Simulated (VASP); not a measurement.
Write the native input for VASP 6.6.1 that does the following.

```
Task                   : single point
Functional             : PBEsol
Potentials or basis    : VASP PAW PBE potentials, release 64 (Se)
Cutoff                 : 520 eV
k mesh                 : 5 × 5 × 4
Occupations            : gaussian, width 0.01 eV
Spin                   : no spin polarisation
Dipole correction      : no
Further INCAR settings : ALGO = Fast; EDIFF = 1e-06; NBANDS = 16
```

The structure of Se lies in POSCAR:

```
Se
1.0
    4.3662000000      0.0000000000      0.0000000000
   -2.1831000000      3.7812400000      0.0000000000
    0.0000000000      0.0000000000      4.9536000000
Se
3
Direct
    0.2254000000      0.0000000000      0.3333330000
    0.0000000000      0.2254000000      0.6666670000
    0.7746000000      0.7746000000      0.0000000000
```

The input as run:

INCAR

```
PREC = Accurate
ENCUT = 520
EDIFF = 1E-6
ISMEAR = 0
SIGMA = 0.01
LREAL = F
LASPH = T
NELM = 100
ALGO = Fast
ISIF = 2
LWAVE = F
LCHARG = T
GGA = PS
LELF = T
LVHAR = T
NBANDS = 16
```

KPOINTS

```
regular mesh
0
Gamma
  5 5 4
```

Potentials or basis: VASP PAW PBE potentials, release 64 (Se).

Command:

```console
$ cat potpaw_PBE.64/Se/POTCAR > POTCAR
$ mpirun -np 1 vasp_std > vasp.out
```

Results of the run:

```json
{"Pressure": "0.4 GPa", "Largest force": "0.336 eV/Å", "Band gap on the k mesh": "1.16 eV, indirect (least direct gap 1.30 eV)"}
```

Caveat: the PAW data sets were made with another functional, which shifts forces and pressure a little; an odd mesh through Γ misses points on the zone boundary, where band edges often lie.

Wall time 12 s on 1 thread of AMD EPYC 9R45 96-Core Processor (Zen 5), on a shared host, peak memory 0.16 GiB.
